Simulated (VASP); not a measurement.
# SrTiO3 (Tausonite) (Pm-3m) in VASP: further runs, part 2 of 3

VASP 6.6.1. Earlier steps stand in the parts before.

## 3. Relaxation of cell and atoms, PBEsol

This run uses another cell than the first one, of 11.82 Å³/atom, 0.992 times its volume.

The input, INCAR:

```
PREC = Accurate
ENCUT = 600
EDIFF = 1E-7
ISMEAR = 0
SIGMA = 0.03
LREAL = False
LASPH = True
NELM = 80
ALGO = Normal
ISIF = 3
LWAVE = False
LCHARG = False
GGA = PS
IBRION = 2
NSW = 90
EDIFFG = -0.005
KPAR = 4
```

The input, KPOINTS:

```
Automatic mesh
0
Gamma
  8 8 8
```

The input, POSCAR:

```
SrTiO3                                  
1.0
    3.8947475960      0.0000000000     -0.0000000000
    0.0000000000      3.8947475960     -0.0000000000
    0.0000000000      0.0000000000      3.8947475960
  Sr              Ti              O             
     1     1     3
Direct
     0.5000000000000000    0.5000000000000000    0.5000000000000000
     0.0000000000000000    0.0000000000000000    0.0000000000000000
     0.5000000000000000    0.0000000000000000    0.0000000000000000
     0.0000000000000000    0.5000000000000000    0.0000000000000000
     0.0000000000000000    0.0000000000000000    0.5000000000000000
```

Potentials or basis: VASP PAW PBE potentials, release 64 (Sr_sv, Ti_sv, O).

Started as:

```
$ cat potpaw_PBE.64/Sr_sv/POTCAR potpaw_PBE.64/Ti_sv/POTCAR potpaw_PBE.64/O/POTCAR > POTCAR
$ mpirun -np 4 vasp_std > vasp.out
```

OUTCAR:

```text
PREC = Accurate
   ENCUT = 600
   EDIFF = 1E-7
   ISMEAR = 0
   LREAL = False
   LASPH = True
   NELM = 80
   ISIF = 3
   GGA = PS
   IBRION = 2
   NSW = 90
   EDIFFG = -0.005

 ion  position               nearest neighbor table
   1  0.500  0.500  0.500-   3 2.75   4 2.75   5 2.75   3 2.75   4 2.75   3 2.75   5 2.75   3 2.75
                             4 2.75   5 2.75   4 2.75   5 2.75   2 3.37   2 3.37   2 3.37   2 3.37
   2  0.000  0.000  0.000-   3 1.95   4 1.95   5 1.95   5 1.95   4 1.95   3 1.95   1 3.37   1 3.37
                             1 3.37   1 3.37   1 3.37   1 3.37   1 3.37   1 3.37
   3  0.500  0.000  0.000-   2 1.95   2 1.95   1 2.75   1 2.75   1 2.75   1 2.75
   4  0.000  0.500  0.000-   2 1.95   2 1.95   1 2.75   1 2.75   1 2.75   1 2.75
   5  0.000  0.000  0.500-   2 1.95   2 1.95   1 2.75   1 2.75   1 2.75   1 2.75

  LATTYP: Found a simple cubic cell.
 ALAT       =     3.8947475960

  Lattice vectors:

 A1 = (   3.8947475960,   0.0000000000,   0.0000000000)
 A2 = (   0.0000000000,   3.8947475960,   0.0000000000)
 A3 = (   0.0000000000,   0.0000000000,   3.8947475960)

Analysis of symmetry for initial positions (statically):
=====================================================================
 Subroutine PRICEL returns:
 Original cell was already a primitive cell.

 Routine SETGRP: Setting up the symmetry group for a
 simple cubic supercell.

 Subroutine GETGRP returns: Found 48 space group operations
 (whereof 48 operations were pure point group operations)
 out of a pool of 48 trial point group operations.

The static configuration has the point symmetry O_h .

Analysis of symmetry for dynamics (positions and initial velocities):
=====================================================================
 Subroutine PRICEL returns:
 Original cell was already a primitive cell.

 Routine SETGRP: Setting up the symmetry group for a
 simple cubic supercell.

 Subroutine GETGRP returns: Found 48 space group operations
 (whereof 48 operations were pure point group operations)
 out of a pool of 48 trial point group operations.

The dynamic configuration has the point symmetry O_h .

 Subroutine INISYM returns: Found 48 space group operations
 (whereof 48 operations are pure point group operations),
 and found     1 'primitive' translations

----------------------------------------------------------------------------------------

                                     Primitive cell

  volume of cell :      59.0797

  direct lattice vectors                    reciprocal lattice vectors
     3.894747596  0.000000000  0.000000000     0.256756048  0.000000000  0.000000000
     0.000000000  3.894747596  0.000000000     0.000000000  0.256756048  0.000000000
     0.000000000  0.000000000  3.894747596     0.000000000  0.000000000  0.256756048

  length of vectors
     3.894747596  3.894747596  3.894747596     0.256756048  0.256756048  0.256756048

  position of ions in fractional coordinates (direct lattice)
     0.500000000  0.500000000  0.500000000
     0.000000000  0.000000000  0.000000000
     0.500000000  0.000000000  0.000000000
     0.000000000  0.500000000  0.000000000
     0.000000000  0.000000000  0.500000000

  ion indices of the primitive-cell ions
   primitive index   ion index
                 1           1
[... 37 lines left out ...]
  0.500000  0.000000  0.000000      3.000000
  0.125000  0.125000  0.000000     12.000000
[... 16 lines left out ...]
  0.375000  0.375000  0.125000     24.000000
  0.500000  0.375000  0.125000     24.000000
 [... further k-points ...]
   k-points           NKPTS =     35   k-points in BZ     NKDIM =     35   number of bands    NBANDS=     24
   number of dos      NEDOS =    301   number of ions     NIONS =      5
   total plane-waves  NPLWV =  32768
   dimension x,y,z NGX =    32 NGY =   32 NGZ =   32
   dimension x,y,z NGXF=    64 NGYF=   64 NGZF=   64
   ions per type =               1   1   3
   NGX,Y,Z   is equivalent  to a cutoff of  13.66, 13.66, 13.66 a.u.
   NGXF,Y,Z  is equivalent  to a cutoff of  27.32, 27.32, 27.32 a.u.
 SYSTEM =  unknown system
   PREC   = accura    normal or accurate (medium, high low for compatibility)
   ISTART =      0    job   : 0-new  1-cont  2-samecut
   ICHARG =      2    charge: 1-file 2-atom 10-const
   ISPIN  =      1    spin polarized calculation?
   LNONCOLLINEAR =      F non collinear calculations
   LSORBIT =      F    spin-orbit coupling
   LASPH  =      T    aspherical Exc in radial PAW
   ENCUT  =  600.0 eV  44.10 Ry    6.64 a.u.   7.78  7.78  7.78*2*pi/ulx,y,z
   NELM   =     80;   NELMIN=  2; NELMDL= -5     # of ELM steps
   EDIFF  = 0.1E-06   stopping-criterion for ELM
   LREAL  =      F    real-space projection
   EDIFFG = -.5E-02   stopping-criterion for IOM
   NSW    =     90    number of steps for IOM
   IBRION =      2    ionic relax: 0-MD 1-quasi-New 2-CG
   NFREE  =      1    steps in history (QN), initial steepest desc. (CG)
   ISIF   =      3    stress and relaxation
   ISYM   =      2    0-nonsym 1-usesym 2-fastsym
   POTIM  = 0.5000    time-step for ionic-motion
   TEBEG  =    0.0;   TEEND  =   0.0 temperature during run
   PSTRESS=    0.0 pullay stress
   NELECT =      40.0000    total number of electrons
   NUPDOWN=      -1.0000    fix difference up-down
   EMIN   =  10.00;   EMAX   =-10.00  energy-range for DOS
   EFERMI =   0.00;   METHOD = LEGACY
   ISMEAR =     0;   SIGMA  =   0.03  broadening in eV -4-tet -1-fermi 0-gaus
   EFERMI_NEDOS =   21; number of points for ismear=-14 and -15
   IALGO  =     38    algorithm
   IMIX   =      4    mixing-type and parameters
     AMIX     =   0.40;   BMIX     =  1.00
     AMIX_MAG =   1.60;   BMIX_MAG =  1.00
  volume/ion in A,a.u.               =      11.82        79.74
  Fermi-wavevector in a.u.,A,eV,Ry     =   1.437525  2.716529 28.116155  2.066479
  Thomas-Fermi vector in A             =   2.556593
   LORBIT       =      0    0 simple, 1 ext, 2 COOP (PROOUT), +10 PAW based schemes
   GGA     = PS    functional components
   LHFCALC =     F    Hartree Fock is set to
   AEXX    =    0.0000 exact exchange contribution
   IVDW    =     0    specifies the selected vdW correction
   LEPSILON=     F    determine dielectric tensor
   LRPA    =     F    only Hartree local field effects (RPA)
 conjugate gradient relaxation of ions
 non-spin polarized calculation
 Gauss-broadening in eV      SIGMA  =   0.03
  energy-cutoff  :      600.00
  volume of cell :       59.08
 maximum number of plane-waves:      2000
 NGX is ok and might be reduce to    32
   NGX = 15   NGY = 15   NGZ = 15

 number of electron      39.9999982 magnetization

 Free energy of the ion-electron system (eV)
  ---------------------------------------------------
  ext. energy  EPLUGINS =         0.00000000
  ---------------------------------------------------
  free energy    TOTEN  =       -42.02217016 eV

  energy without entropy =      -42.02217016  energy(sigma->0) =      -42.02217016

 E-fermi :   4.2730     XC(G=0): -11.5816

 val. band max:        4.0890227476   @ k =   0.5000   0.5000   0.5000
 cond. band min:       5.9044855131   @ k =   0.0000   0.0000   0.0000
 fundamental gap:      1.8154627655
 Fermi energy:         4.2730181517

 k-point     1 :       0.0000    0.0000    0.0000
  band No.  band energies     occupation
      1     -52.0791      2.00000
      2     -28.5312      2.00000
      3     -28.4468      2.00000
      4     -28.4468      2.00000
      5     -28.4468      2.00000
      6     -13.2996      2.00000
[... 637 lines left out ...]
     23       8.2736      0.00000
     24       9.9449      0.00000

 [... further k-points ...]

------------------------ aborting loop because EDIFF is reached ----------------------------------------

  FORCE on cell =-STRESS in cart. coord.  units (eV):
  Direction    XX          YY          ZZ          XY          YZ          ZX
  --------------------------------------------------------------------------------------
  -------------------------------------------------------------------------------------
  Total       -0.0023795     -0.0023795     -0.0023795     -0.0000000      0.0000000     -0.0000000
  in kB       -0.0645283     -0.0645283     -0.0645283     -0.0000000      0.0000000     -0.0000000
  external PRESSURE =      -0.0645283 kB  Pullay stress =       0.0000000 kB

 VOLUME and BASIS-vectors are now :
 -----------------------------------------------------------------------------
  energy-cutoff  :      600.00
  volume of cell :       59.08
      direct lattice vectors                 reciprocal lattice vectors
     3.894747596  0.000000000  0.000000000     0.256756048  0.000000000  0.000000000
     0.000000000  3.894747596  0.000000000     0.000000000  0.256756048  0.000000000
     0.000000000  0.000000000  3.894747596     0.000000000  0.000000000  0.256756048

 POSITION                                       TOTAL-FORCE (eV/Angst)
 -----------------------------------------------------------------------------------
      1.94737      1.94737      1.94737         0.000000      0.000000      0.000000
      0.00000      0.00000      0.00000         0.000000      0.000000      0.000000
      1.94737      0.00000      0.00000         0.000000      0.000000      0.000000
      0.00000      1.94737      0.00000         0.000000      0.000000      0.000000
      0.00000      0.00000      1.94737         0.000000      0.000000      0.000000
 -----------------------------------------------------------------------------------
    total drift:                                0.000000      0.000000     -0.000000

  FREE ENERGIE OF THE ION-ELECTRON SYSTEM (eV)
  ---------------------------------------------------
  free  energy   TOTEN  =       -42.0221701628 eV

  energy  without entropy=      -42.0221701628  energy(sigma->0) =      -42.02217016

 reached required accuracy - stopping structural energy minimisation
```

Run time: 11 s. Hardware: 4 MPI ranks of AMD EPYC 9R45 (Zen 5), shared host; peak memory 0.2 GiB.

What came out:

| Item | Value |
| --- | --- |
| Free energy | -42.0222 eV |
| Pressure after relaxing | 0.0 GPa |
| Band gap on the k mesh | 1.82 eV, indirect (least direct gap 2.17 eV) |

Final structure:
```
Sr Ti O
1.0
     3.89475    0.00000    0.00000
     0.00000    3.89475    0.00000
     0.00000    0.00000    3.89475
Sr Ti O
1 1 3
Direct
  0.50000 0.50000 0.50000
  0.00000 0.00000 0.00000
  0.50000 0.00000 0.00000
  0.00000 0.50000 0.00000
  0.00000 0.00000 0.50000
```

Levels at points of the mesh, in eV from the valence-band top:
```
           k point  band 16  band 17  band 18  band 19  band 20  band 21  band 22  band 23  band 24
(0.00, 0.00, 0.00)    -1.20    -1.20    -0.35    -0.35    -0.35     1.82     1.82     1.82     4.39
(0.50, 0.00, 0.00)    -2.41    -2.41    -2.06    -0.74    -0.74     2.00     3.82     3.82     4.41
(0.50, 0.50, 0.00)    -2.94    -1.74    -1.60    -1.60    -0.10     3.83     3.83     4.28     5.38
(0.50, 0.50, 0.50)    -3.80    -3.80     0.00     0.00     0.00     4.52     4.52     4.52     6.89
```

Caveat: the relaxation stopped at its first step, so nothing moved; the PAW data sets were made with another functional, which shifts forces and pressure a little. A k mesh can miss the band edges.

## 4. Relaxation of cell and atoms, PBEsol, target pressure 2.3 GPa, at which the enthalpy is minimised

The input, INCAR:

```
PREC     = Accurate       # precision mode
ENCUT    = 600            # plane-wave cutoff, eV
EDIFF    = 1E-6           # SCF threshold, eV
ISMEAR   = 0              # smearing method
SIGMA    = 0.03           # smearing width, eV
LREAL    = False          # projectors in reciprocal space
LASPH    = True           # aspherical terms in the spheres
NELM     = 80             # most SCF steps
ALGO     = Normal         # electronic algorithm
ISIF     = 3              # what is computed and relaxed
LWAVE    = False          # write WAVECAR
LCHARG   = False          # write CHGCAR
GGA      = PS             # functional
IBRION   = 2              # ionic algorithm
NSW      = 90             # ionic steps
EDIFFG   = -0.01          # ionic threshold
PSTRESS  = 23.0
```

The input, KPOINTS:

```
regular mesh
0
Gamma
  8 8 8
```

The input, POSCAR:

```
SrTiO3
1.0
    3.9052800000      0.0000000000      0.0000000000
    0.0000000000      3.9052800000      0.0000000000
    0.0000000000      0.0000000000      3.9052800000
Sr Ti O
1 1 3
Direct
    0.5000000000      0.5000000000      0.5000000000
    0.0000000000      0.0000000000      0.0000000000
    0.5000000000      0.0000000000      0.0000000000
    0.0000000000      0.5000000000      0.0000000000
    0.0000000000      0.0000000000      0.5000000000
```

Potentials or basis: VASP PAW PBE potentials, release 64 (Sr_sv, Ti_sv, O).

Started as:

```
$ cat potpaw_PBE.64/Sr_sv/POTCAR potpaw_PBE.64/Ti_sv/POTCAR potpaw_PBE.64/O/POTCAR > POTCAR
$ mpirun -np 1 vasp_std > vasp.out
```

OUTCAR:

```text
PREC = Accurate
   ENCUT = 600
   EDIFF = 1E-6
   ISMEAR = 0
   LREAL = False
   LASPH = True
   NELM = 80
   ISIF = 3
   GGA = PS
   IBRION = 2
   NSW = 90
   EDIFFG = -0.01
   PSTRESS = 23.0

 ion  position               nearest neighbor table
   1  0.500  0.500  0.500-   3 2.76   4 2.76   5 2.76   3 2.76   4 2.76   3 2.76   5 2.76   3 2.76
                             4 2.76   5 2.76   4 2.76   5 2.76   2 3.38   2 3.38   2 3.38   2 3.38
   2  0.000  0.000  0.000-   3 1.95   4 1.95   5 1.95   5 1.95   4 1.95   3 1.95   1 3.38   1 3.38
                             1 3.38   1 3.38   1 3.38   1 3.38   1 3.38   1 3.38
   3  0.500  0.000  0.000-   2 1.95   2 1.95   1 2.76   1 2.76   1 2.76   1 2.76
   4  0.000  0.500  0.000-   2 1.95   2 1.95   1 2.76   1 2.76   1 2.76   1 2.76
   5  0.000  0.000  0.500-   2 1.95   2 1.95   1 2.76   1 2.76   1 2.76   1 2.76

  LATTYP: Found a simple cubic cell.
 ALAT       =     3.9052800000

  Lattice vectors:

 A1 = (   3.9052800000,   0.0000000000,   0.0000000000)
 A2 = (   0.0000000000,   3.9052800000,   0.0000000000)
 A3 = (   0.0000000000,   0.0000000000,   3.9052800000)

Analysis of symmetry for initial positions (statically):
=====================================================================
 Subroutine PRICEL returns:
[... 186 lines left out ...]
  --------------------------------------------------------------------------------------
  -------------------------------------------------------------------------------------
  Total       -0.5652723     -0.5652723     -0.5652723      0.0000000     -0.0000000      0.0000000
  in kB      -15.2058877    -15.2058877    -15.2058877      0.0000000     -0.0000000      0.0000000
  external PRESSURE =     -38.2058877 kB  Pullay stress =      23.0000000 kB
[... 69 lines left out ...]
--------------------------------------- Ionic step        3  -------------------------------------------

 number of electron      39.9999988 magnetization

 Free energy of the ion-electron system (eV)
  ---------------------------------------------------
  ext. energy  EPLUGINS =         0.00000000
  ---------------------------------------------------
  free energy    TOTEN  =       -42.01835438 eV

  energy without entropy =      -42.01835438  energy(sigma->0) =      -42.01835438

 E-fermi :   4.4405     XC(G=0): -11.6460

 val. band max:        4.1886844717   @ k =   0.5000   0.5000   0.5000
 cond. band min:       6.0251454867   @ k =   0.0000   0.0000   0.0000
 fundamental gap:      1.8364610150
 Fermi energy:         4.4405090857

 k-point     1 :       0.0000    0.0000    0.0000
  band No.  band energies     occupation
      1     -51.9290      2.00000
      2     -28.3957      2.00000
      3     -28.3054      2.00000
      4     -28.3054      2.00000
      5     -28.3054      2.00000
      6     -13.2437      2.00000
[... 637 lines left out ...]
     23       8.4401      0.00000
     24      10.1576      0.00000

 [... further k-points ...]

------------------------ aborting loop because EDIFF is reached ----------------------------------------

  FORCE on cell =-STRESS in cart. coord.  units (eV):
  Direction    XX          YY          ZZ          XY          YZ          ZX
  --------------------------------------------------------------------------------------
  -------------------------------------------------------------------------------------
  Total        0.8276257      0.8276257      0.8276257     -0.0000000      0.0000000      0.0000000
  in kB       22.7164461     22.7164461     22.7164461     -0.0000000      0.0000000      0.0000000
  external PRESSURE =      -0.2835539 kB  Pullay stress =      23.0000000 kB
[... 24 lines left out ...]
  energy  without entropy=      -42.0183543789  energy(sigma->0) =      -42.01835438

  enthalpy is  TOTEN    =       -41.1803980347 eV   P V=        0.8379563442

 reached required accuracy - stopping structural energy minimisation
```

OSZICAR:

```text
N       E                     dE             d eps       ncg     rms          rms(c)
DAV:   1     0.462835554140E+03    0.46284E+03   -0.23010E+04  1680   0.200E+03
DAV:   2    -0.123670565875E+01   -0.46407E+03   -0.45618E+03  2024   0.516E+02
DAV:   3    -0.492031574762E+02   -0.47966E+02   -0.45562E+02  2088   0.154E+02
[... 32 lines left out ...]
DAV:   6    -0.420180870707E+02   -0.79907E-03   -0.15790E-03  2320   0.231E-01    0.141E-01
DAV:   7    -0.420183372645E+02   -0.25019E-03   -0.65544E-04  2784   0.137E-01    0.309E-02
DAV:   8    -0.420183511863E+02   -0.13922E-04   -0.31070E-05  2048   0.412E-02    0.111E-02
DAV:   9    -0.420183539027E+02   -0.27165E-05   -0.19903E-05  2592   0.326E-02    0.415E-03
DAV:  10    -0.420183543789E+02   -0.47622E-06   -0.19612E-06  1288   0.100E-02
   3 F= -.41180398E+02 E0= -.41180398E+02  d E =-.143762E-01
```

CONTCAR:

```text
SrTiO3
   1.00000000000000
     3.8791333856054950    0.0000000000000000    0.0000000000000000
     0.0000000000000000    3.8791333856054950   -0.0000000000000000
     0.0000000000000000   -0.0000000000000000    3.8791333856054950
  Sr              Ti              O
     1     1     3
Direct
     0.5000000000000000    0.5000000000000000    0.5000000000000000
     0.0000000000000000    0.0000000000000000    0.0000000000000000
     0.5000000000000000    0.0000000000000000    0.0000000000000000
     0.0000000000000000    0.5000000000000000    0.0000000000000000
     0.0000000000000000    0.0000000000000000    0.5000000000000000

  0.00000000E+00  0.00000000E+00  0.00000000E+00
  0.00000000E+00  0.00000000E+00  0.00000000E+00
  0.00000000E+00  0.00000000E+00  0.00000000E+00
  0.00000000E+00  0.00000000E+00  0.00000000E+00
  0.00000000E+00  0.00000000E+00  0.00000000E+00
```

Run time: 1.7 min. Hardware: 1 thread of Intel Xeon Platinum 8259CL at 2.50GHz (Skylake/Cascade Lake), shared host; peak memory 0.23 GiB.

What came out:

```yaml
Free_energy: -42.0184 eV
Relaxed_volume: 11.67 Å³/atom
Relaxed_cell: a = 3.879 Å, b = 3.879 Å, c = 3.879 Å, α = 90.00°, β = 90.00°, γ = 90.00°
Space_group_after_relaxing_to_0.05_Å: Pm-3m (No. 221)
Energy_change_on_relaxing_the_enthalpy_is_what_falls: +0.5 meV/atom
Ionic_steps: 3
Pressure_after_relaxing: 2.3 GPa
Band_gap_on_the_k_mesh: 1.84 eV, indirect (least direct gap 2.18 eV)
```

Step by step:
| step | energy change (eV) | largest force (eV/Å) | pressure (GPa) | volume (Å³) |
| --- | --- | --- | --- | --- |
| 1 | 0.0000 | 0.0000 | -1.52 | 59.56 |
| 2 | 0.0363 | 0.0000 | 6.58 | 57.15 |
| 3 | 0.0027 | 0.0000 | 2.27 | 58.37 |

Final structure:
```cif
data_structure
_symmetry_space_group_name_H-M 'P 1'
_symmetry_Int_Tables_number 1
_cell_length_a 3.8791
_cell_length_b 3.8791
_cell_length_c 3.8791
_cell_angle_alpha 90.000
_cell_angle_beta 90.000
_cell_angle_gamma 90.000
_cell_volume 58.37
loop_
_atom_site_label
_atom_site_type_symbol
_atom_site_fract_x
_atom_site_fract_y
_atom_site_fract_z
_atom_site_occupancy
Sr1 Sr 0.50000 0.50000 0.50000 1
Ti1 Ti 0.00000 0.00000 0.00000 1
O1 O 0.50000 0.00000 0.00000 1
O2 O 0.00000 0.50000 0.00000 1
O3 O 0.00000 0.00000 0.50000 1
```

Caveat: the cell is relaxed towards a set pressure, so the enthalpy falls and the energy may rise; the PAW data sets were made with another functional, which shifts forces and pressure a little. Expect the measured gap to be larger: semilocal functionals such as PBEsol lack the derivative discontinuity.

[end of part 2 of 3]
